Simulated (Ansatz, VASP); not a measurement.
# Ag in VASP and in Ansatz

The input INCAR:

```
  PREC = Accurate
  ENCUT = 520
  EDIFF = 1E-6
  ISMEAR = 0
  SIGMA = 0.1
  LREAL = False
  LASPH = True
  NELM = 60
  ALGO = Normal
  ISIF = 2
  LWAVE = False
  LCHARG = False
  GGA = PE
  NBANDS = 18
```

KPOINTS

```
regular mesh
0
Gamma
  6 6 4
```

Contents of POSCAR:

```
Ag
1.0
    2.9222991408      0.0000000000      0.0000000000
   -1.4611495704      2.5307852934      0.0000000000
    0.0000000000      0.0000000000      4.7016618100
Ag
2
Direct
    0.3333333333      0.6666666667      0.2500000000
    0.6666666667      0.3333333333      0.7500000000
```

Input for Ansatz:

```yaml
crystal:
  lattice:
    - [2.9222991408, 0.0, 0.0]
    - [-1.4611495704, 2.5307852934, 0.0]
    - [0.0, 0.0, 4.70166181]
  atoms:
    - { symbol: Ag, position: [0.3333333333, 0.6666666667, 0.25] }
    - { symbol: Ag, position: [0.6666666667, 0.3333333333, 0.75] }
basis:
  ecutwfc: 420
kpoints:
  mp_grid: { grid: [6, 6, 4] }
hamiltonian:
  xc: pbe
scf:
  occupations: { method: gaussian, width: 0.1 }
  max_iter: 20
output:
  forces: true
  stress: true
  eigenvalues: true
accuracy: low
```

Alike in both runs: task single point; functional PBE; k mesh 6 × 6 × 4; occupations gaussian, width 0.1 eV; no spin polarisation.

|  | VASP | Ansatz |
| --- | --- | --- |
| version | VASP 6.6.1 | Ansatz 0.2.0 |
| potentials or method | VASP PAW PBE potentials, release 64 (Ag) | scalar-relativistic, plane waves, PAW |
| plane-wave cutoff (eV) | 520 | 420 |
| valence electrons in the cell | 22 | 38 |

Ansatz gave:

```
gap on the k mesh at the Fermi level (eV)       : none
pressure (GPa)                                  : 3.5
largest component of the traceless stress (GPa) : 0.56
```

Q: Estimate VASP's values.

A: gap on the k mesh at the Fermi level (eV): none; pressure (GPa): 3.3; largest component of the traceless stress (GPa): 0.60.

A gap of «none» marks a metal or a gap that the smearing closes. With one functional, cell and mesh, what is left measures potentials, basis and numerics. The two sets of potentials don't hold the same shells in valence.

Caveats: the k mesh is coarse (spacing up to 0.41 Å⁻¹), so the values aren't converged.
